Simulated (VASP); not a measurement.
## NaCl: electrostatic potential with r2SCAN+rVV10

NaCl:

```
Na Cl
1.0
     0.00000    2.77719    2.77719
     2.77719    0.00000    2.77719
     2.77719    2.77719    0.00000
Na Cl
1 1
Direct
  0.00000 0.00000 0.00000
  0.50000 0.50000 0.50000
```

The cell was built by a generator and needn't be a form met in nature.

- Program: VASP 6.6.1
- Task: electrostatic potential
- Functional: r2SCAN
- Dispersion: rVV10
- Potentials or basis: VASP PAW PBE potentials, release 64 (Na_pv, Cl)
- Cutoff: 520 eV
- k mesh: 8 × 8 × 8
- Occupations: gaussian, width 0.02 eV
- Spin: no spin polarisation
- Further INCAR settings: ALGO = Normal; EDIFF = 1e-06

| Item | Value |
| --- | --- |
| Pressure | 0.0 GPa |
| Band gap on the k mesh | 6.03 eV, direct |

Levels at points of the mesh, in eV from the valence-band top:
```csv
k point,band 5,band 6,band 7,band 8,band 9,band 10
"(0.00, 0.00, 0.00)",0.00,0.00,0.00,6.03,11.75,11.75
"(0.50, 0.00, 0.00)",-2.08,-0.31,-0.31,7.95,11.83,11.83
"(0.50, 0.50, 0.00)",-1.83,-0.66,-0.66,8.49,8.52,12.48
```

Wall time 79 s on 4 MPI ranks on Intel(R) Xeon(R) Platinum 8488C (Sapphire Rapids) (shared host), peak memory 0.27 GiB a rank.

Caveat: the PAW data sets were made with another functional, which shifts forces and pressure a little. r2SCAN opens gaps a little over a GGA but as a rule still falls short of measured ones.
